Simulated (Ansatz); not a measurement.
**BN: excitons and shallow donors from band masses and screening**

Method: Ansatz 0.2.0, DFT PBE, scalar-relativistic, plane waves, PAW.

Settings: cutoff 420 eV, Γ-centred mesh 12×12×6 on the computed 4-atom cell, Gaussian smearing of 0.02 eV; no spin polarisation.

Relaxed cell: P6_3mc, a = 2.555 Å, b = 2.555 Å, c = 4.225 Å, α = 90.00°, β = 90.00°, γ = 120.00°, 4 atoms in the primitive cell. This wurtzite form isn't the usual stable structure of the compound.

The calculation gives a Kohn–Sham gap of 5.23 eV, an electron mass of 0.42 mₑ and a hole mass of 0.693 mₑ (harmonic means over x, y, z and over the bands degenerate at each edge), and ε∞ = 4.73 (independent particles, mean of the diagonal). Masses and screening differ among the axes, which the isotropic model averages.

Q: Estimate the binding energy and radius of a Wannier–Mott exciton and of a shallow donor, and say whether the hydrogenic model can hold.

A: The reduced mass is μ = mₙmₕ/(mₙ + mₕ) = 0.261 mₑ, with mₙ and mₕ the band masses. With E_b = 13.606 eV × μ/ε² and a = 0.529 Å × ε/μ (μ in mₑ) the exciton has E_b = 159 meV and a = 9.6 Å. For a donor μ is the electron mass: 256 meV and 6.0 Å. The exciton's radius is 4 times the shortest lattice vector (2.55 Å), so the continuum picture is reasonable. In a polar crystal the ions screen too, so a state bound more weakly than an optical phonon feels the larger static constant, which lowers the energy and widens the orbit. The other way, the small Kohn–Sham gap and the missing local fields make ε∞ too large and the masses tend to be too light, which underbinds. The edges lie at different points of the zone, so the exciton is indirect.

Cost: 4 runs of about 1.5 core-minutes in all, on Arm Neoverse V2 (shared hosts).